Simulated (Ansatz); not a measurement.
A run of Ansatz 0.2.0:

The input input.yaml:

```yaml
crystal:
  lattice:
    - [5.118, 0.0, 0.0]
    - [0.0, 5.1857, 0.0]
    - [-0.8586630598, 0.0, 5.2138671406]
  atoms:
    - { symbol: Hf, position: [0.2755, 0.4603, 0.708] }
    - { symbol: Hf, position: [0.7245, 0.9603, 0.792] }
    - { symbol: Hf, position: [0.7245, 0.5397, 0.292] }
    - { symbol: Hf, position: [0.2755, 0.0397, 0.208] }
    - { symbol: O, position: [0.0742, 0.1684, 0.8467] }
    - { symbol: O, position: [0.9258, 0.6684, 0.6533] }
    - { symbol: O, position: [0.9258, 0.8316, 0.1533] }
    - { symbol: O, position: [0.0742, 0.3316, 0.3467] }
    - { symbol: O, position: [0.4487, 0.7419, 0.9801] }
    - { symbol: O, position: [0.5513, 0.2419, 0.5199] }
    - { symbol: O, position: [0.5513, 0.2581, 0.0199] }
    - { symbol: O, position: [0.4487, 0.7581, 0.4801] }
kpoints:
  mp_grid: { grid: [4, 4, 4] }
scf:
  occupations: { method: fermi_dirac, width: 0.05 }
hamiltonian:
  xc: pbe
  pseudopotentials: { kind: all_electron, lapw: { basis_error: 0.002 } }
output:
  forces: true
  stress: true
relax:
  f_tol: 0.02
  max_steps: 60
  cell: {}
```

Potentials or basis: all-electron LAPW, scalar-relativistic.

Run with:

```console
$ ansatz run input.yaml --threads 8 --pin off --max-ram 24576MiB --backend cpu --events-out ev --progress --plain --runs-dir out
```

Hardware: 8 threads of Intel(R) Xeon(R) 6975P-C (Granite Rapids), on a shared host.

**Question.** How long does it take, and how much memory?

**Answer.** Run time: 3.2 min on 8 threads of Intel(R) Xeon(R) 6975P-C (Granite Rapids), on a shared host, peak memory 2.5 GiB. Counts: scf iterations 60, plane waves 2959, k points 30, bands 144, ion steps 8.
